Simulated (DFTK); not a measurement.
# ZrC (Fm-3m) in DFTK: a series of runs

The runs below take ZrC through equation of state, single point, with PBE.

Everything below comes from runs of DFTK 0.8.2. Logs are shortened: lines on timing, memory, paths and dates and some standing lists are left out, and cuts for length are marked.

## Step 1: The crystal as given

Symmetry: Fm-3m, No. 225, cubic system. Conventional cell: a = 4.730 Å, b = 4.730 Å, c = 4.730 Å, α = 90.00°, β = 90.00°, γ = 90.00°. Zr (site symmetry m-3m) has 6 C at 2.37 Å as nearest neighbours. C (site symmetry m-3m) is surrounded by 6 Zr at 2.37 Å.

## Step 2: Equation of state, PBE

Contents of run.jl:

```julia
using DFTK
using PseudoPotentialData
using Unitful, UnitfulAtomic
using LinearAlgebra, Printf
include("save.jl")
disable_threading()

# lattice vectors are the columns
lattice = austrip(1u"Å") * [           0.0          2.365          2.365;
                    2.365            0.0          2.365;
                    2.365          2.365            0.0]
symbols   = [:Zr, :C]
positions = [[0.5, 0.5, 0.5],
             [0.0, 0.0, 0.0]]
pseudopotentials = PseudoFamily("dojo.nc.sr.pbe.v0_5.standard.upf")
elements = Dict(s => ElementPsp(s, pseudopotentials) for s in unique(symbols))
atoms    = [elements[s] for s in symbols]

build_model(lattice, positions; symmetries=true) =
    model_DFT(lattice, atoms, positions;
              functionals=PBE(),
              temperature=austrip(0.05u"eV"),
              smearing=Smearing.FermiDirac(),
              symmetries)
Ecut  = 41.0  # hartree
kgrid = [7, 7, 7]
tol   = 1e-6
to_GPa = ustrip(uconvert(u"GPa", 1u"hartree/bohr^3"))

results["points"] = []
for scale in [0.94, 0.96, 0.98, 1.0, 1.02, 1.04, 1.06]
    println("\n=== scale = ", scale)
    model = build_model(cbrt(scale) * lattice, positions)
    basis = PlaneWaveBasis(model; Ecut, kgrid)
    t0 = time()
    scfres = self_consistent_field(basis;
                                   tol,
                                   nbandsalg=AdaptiveBands(model; n_bands_converge=13))
    seconds = time() - t0
    @printf "SCF: %d iterations, %.1f s\n" scfres.n_iter seconds
    forces = compute_forces_cart(scfres)
    stress = compute_stresses_cart(scfres)
    @printf "V = %.5f Å^3  F = %.8f Ha  max force = %.5f eV/Å  p = %.4f GPa\n" ustrip(auconvert(u"Å^3", model.unit_cell_volume)) scfres.energies.total ustrip(auconvert(u"eV/Å", maximum(norm, forces))) (-tr(stress) / 3 * to_GPa)
    push!(results["points"], save_scf!(scfres; forces, stress, d=Dict{String,Any}("seconds" => seconds, "n_matvec" => get(scfres, :n_matvec, 0))))
end

# third-order Birch-Murnaghan fit in x = V^(-2/3)
V = [0.94, 0.96, 0.98, 1.0, 1.02, 1.04, 1.06] * abs(det(lattice))
E = [p["total"] for p in results["points"]]
x = V .^ (-2 / 3)
c = [x .^ 0 x x .^ 2 x .^ 3] \ E
Δ = c[3]^2 - 3c[2] * c[4]
if Δ > 0
    x0 = (-c[3] + sqrt(Δ)) / 3c[4]
    B0 = 4 / 9 * x0^(7 / 2) * (2c[3] + 6c[4] * x0)
    @printf "V0 = %.4f Å^3  B0 = %.2f GPa\n" ustrip(auconvert(u"Å^3", x0^(-3 / 2))) B0 * to_GPa
end
```

Potentials or basis: dojo.nc.sr.pbe.v0_5.standard.upf (PBE).

Launch:

```sh
julia --threads=1 run.jl  # save.jl only writes the numbers to a file and isn't shown; printed stress counts tension as positive; times include loading and compiling
```

The log of the run:

```text
=== scale = 0.94
n     Energy            log10(ΔE)   log10(Δρ)   Diag   Δtime
---   ---------------   ---------   ---------   ----   ------
  1   -56.52443295974                   -0.54    4.8    2.00s
  2   -56.70289663784       -0.75       -1.42    2.4    1.70s
  3   -56.70623896925       -2.48       -2.20    2.7    963ms
  4   -56.70624890978       -5.00       -2.86    2.0    1.40s
  5   -56.70624993575       -5.99       -3.53    2.3    1.42s
  6   -56.70624999295       -7.24       -4.15    2.3    820ms
  7   -56.70624999443       -8.83       -4.69    2.3    1.44s
  8   -56.70624999454       -9.93       -5.61    1.9    1.39s
  9   -56.70624999456      -10.87       -6.22    2.6    955ms
SCF: 9 iterations, 12.9 s
V = 24.86860 Å^3  F = -56.70624999 Ha  max force = 0.00000 eV/Å  p = 11.9549 GPa

=== scale = 0.96
n     Energy            log10(ΔE)   log10(Δρ)   Diag   Δtime
---   ---------------   ---------   ---------   ----   ------
  1   -56.52251662862                   -0.54    4.7    1.87s
[... 47 further cycles ...]
  1   -56.50579241034                   -0.55    4.9    2.00s
  2   -56.70332377120       -0.70       -1.59    2.5    866ms
  3   -56.70468978863       -2.86       -2.08    2.2    1.44s
  4   -56.70470719970       -4.76       -2.72    2.1    834ms
  5   -56.70471130827       -5.39       -3.12    2.2    1.53s
  6   -56.70471149449       -6.73       -3.75    2.0    1.53s
  7   -56.70471152946       -7.46       -4.46    2.5    861ms
  8   -56.70471153155       -8.68       -5.21    2.3    935ms
  9   -56.70471153164      -10.03       -5.98    2.4    1.55s
 10   -56.70471153164      -11.95       -6.73    2.3    1.57s
SCF: 10 iterations, 13.3 s
V = 28.04331 Å^3  F = -56.70471153 Ha  max force = 0.00000 eV/Å  p = -13.6830 GPa
V0 = 26.1195 Å^3  B0 = 221.62 GPa
```

Wall time 3.5 min (1 thread of AMD EPYC 9R45 (Zen 5), shared host); peak memory 1.5 GiB.

What came out:

| Property | Result |
| --- | --- |
| Equilibrium volume | 13.06 Å³/atom |
| Bulk modulus | 222 GPa |
| Pressure derivative of the bulk modulus | 4.1 |

Energy against volume, from the lowest point:
| volume (Å³/atom) | energy (meV/atom) |
| --- | --- |
| 12.434 | 22.01 |
| 12.699 | 6.74 |
| 12.963 | 0.00 |
| 13.228 | 0.97 |
| 13.493 | 8.89 |
| 13.757 | 23.09 |
| 14.022 | 42.94 |

## Step 3: Single point, PBE, 12.43 Å³/atom (volume scaled by 0.94)

run.jl is that of step 2.

Potentials or basis: dojo.nc.sr.pbe.v0_5.standard.upf (PBE).

Launch:

```sh
julia --threads=1 run.jl  # one pass of the loop, scale = 0.94; save.jl only writes the numbers to a file and isn't shown; printed stress counts tension as positive; times include loading and compiling
```

Run time: 13 s. Hardware: 1 thread of AMD EPYC 9R45 (Zen 5), shared host.

It converged, with:

- Free energy: -1543.0557 eV
- Pressure: 12.0 GPa
- Band gap on the k mesh: none (metal or under the smearing width)

## Step 4: Single point, PBE, 12.70 Å³/atom (volume scaled by 0.96)

run.jl is that of step 3.

Launch:

```sh
julia --threads=1 run.jl  # one pass of the loop, scale = 0.96; save.jl only writes the numbers to a file and isn't shown; printed stress counts tension as positive; times include loading and compiling
```

Run time: 11 s. Hardware: 1 thread of AMD EPYC 9R45 (Zen 5), shared host.

The run converged. Its results:

* Free energy: -1543.0862 eV
* Pressure: 6.5 GPa
* Band gap on the k mesh: none (metal or under the smearing width)

## Step 5: Single point, PBE, 12.96 Å³/atom (volume scaled by 0.98)

run.jl is that of step 4.

Launch:

```sh
julia --threads=1 run.jl  # one pass of the loop, scale = 0.98; save.jl only writes the numbers to a file and isn't shown; printed stress counts tension as positive; times include loading and compiling
```

Wall time 11 s (1 thread of AMD EPYC 9R45 (Zen 5), shared host).

The run converged. Its results:

```yaml
Free_energy: -1543.0997 eV
Pressure: 1.6 GPa
Band_gap_on_the_k_mesh: none (metal or under the smearing width)
```

## Step 6: Single point, PBE, 13.23 Å³/atom

run.jl is that of step 5.

Potentials or basis: dojo.nc.sr.pbe.v0_5.standard.upf (PBE).

Launch:

```sh
julia --threads=1 run.jl  # one pass of the loop, scale = 1.0; save.jl only writes the numbers to a file and isn't shown; printed stress counts tension as positive; times include loading and compiling
```

Run time: 12 s. Hardware: 1 thread of AMD EPYC 9R45 (Zen 5), shared host.

Results (log left out):

```
Free energy            : -1543.0978 eV
Pressure               : -2.8 GPa
Band gap on the k mesh : none (metal or under the smearing width)
```

## Step 7: Single point, PBE, 13.49 Å³/atom (volume scaled by 1.02)

run.jl is that of step 6.

Launch:

```sh
julia --threads=1 run.jl  # one pass of the loop, scale = 1.02; save.jl only writes the numbers to a file and isn't shown; printed stress counts tension as positive; times include loading and compiling
```

It took 13 s on 1 thread of AMD EPYC 9R45 (Zen 5), shared host.

It converged, with:

| Property | Result |
| --- | --- |
| Free energy | -1543.0819 eV |
| Pressure | -6.8 GPa |
| Band gap on the k mesh | none (metal or under the smearing width) |

## Step 8: Single point, PBE, 13.76 Å³/atom (volume scaled by 1.04)

run.jl is that of step 7.

Launch:

```sh
julia --threads=1 run.jl  # one pass of the loop, scale = 1.04; save.jl only writes the numbers to a file and isn't shown; printed stress counts tension as positive; times include loading and compiling
```

Wall time 13 s (1 thread of AMD EPYC 9R45 (Zen 5), shared host).

It converged, with:

```
Free energy            : -1543.0535 eV
Pressure               : -10.4 GPa
Band gap on the k mesh : none (metal or under the smearing width)
```

## Step 9: Single point, PBE, 14.02 Å³/atom (volume scaled by 1.06)

run.jl is that of step 8.

Potentials or basis: dojo.nc.sr.pbe.v0_5.standard.upf (PBE).

Launch:

```sh
julia --threads=1 run.jl  # one pass of the loop, scale = 1.06; save.jl only writes the numbers to a file and isn't shown; printed stress counts tension as positive; times include loading and compiling
```

Run time: 13 s. Hardware: 1 thread of AMD EPYC 9R45 (Zen 5), shared host.

It converged, with:

```
Free energy            : -1543.0138 eV
Pressure               : -13.7 GPa
Band gap on the k mesh : none (metal or under the smearing width)
```

## Step 10: Equation of state, PBE

run.jl, as its differences from that of step 9:

```diff
@@ -14,4 +14,4 @@
              [0.0, 0.0, 0.0]]
-pseudopotentials = PseudoFamily("dojo.nc.sr.pbe.v0_5.standard.upf")
-elements = Dict(s => ElementPsp(s, pseudopotentials) for s in unique(symbols))
+pseudopotentials = Dict(:C => "C.upf", :Zr => "Zr.upf")
+elements = Dict(s => ElementPsp(s, pseudopotentials; rcut=10.0) for s in unique(symbols))
 atoms    = [elements[s] for s in symbols]
@@ -24,3 +24,3 @@
               symmetries)
-Ecut  = 41.0  # hartree
+Ecut  = 45.0  # hartree
 kgrid = [7, 7, 7]
```

Potentials or basis: SG15 1.2 (PBE).

Launch:

```sh
julia --threads=1 run.jl  # save.jl only writes the numbers to a file and isn't shown; printed stress counts tension as positive; times include loading and compiling
```

Run time: 4.5 min. Hardware: 1 thread of AMD EPYC 9R45 (Zen 5), shared host; peak memory 1.6 GiB.

Results (log left out):

* Equilibrium volume: 13.05 Å³/atom
* Bulk modulus: 222 GPa
* Pressure derivative of the bulk modulus: 4.0

Energy against volume, from the lowest point:
```
volume (Å³/atom)  energy (meV/atom)
          12.434              21.39
          12.699               6.43
          12.963               0.00
          13.228               1.22
          13.493               9.40
          13.757              23.84
          14.022              43.92
```

## Step 11: For comparison

An earlier run on the cell as given: functional PBEsol; potentials or basis dojo.nc.sr.pbesol.v0_4_1.standard.upf (PBEsol); cutoff 1116 eV; k mesh 10 × 10 × 10; occupations fermi-dirac, width 0.05 eV; no spin polarisation.

* Pressure: -8.3 GPa
* Band gap on the k mesh: none (metal or under the smearing width)

## Step 12: Overview

| task | level | potentials or basis | k mesh | cutoff (eV) | V0 of scaled cells (Å³/atom) | B0 (GPa) |
| --- | --- | --- | --- | --- | --- | --- |
| equation of state | PBE | dojo.nc.sr.pbe.v0_5.standard.upf (PBE) | 7 × 7 × 7 | 1116 | 13.06 | 222 |
| equation of state | PBE | SG15 1.2 (PBE) | 7 × 7 × 7 | 1225 | 13.05 | 222 |
| single point | PBEsol | dojo.nc.sr.pbesol.v0_4_1.standard.upf (PBEsol) | 10 × 10 × 10 | 1116 | - | - |

Alike in all rows: no spin polarisation; cell as given; smearing fermi-dirac 0.05 eV.

Absolute energies hang on the potentials; compare differences alone.
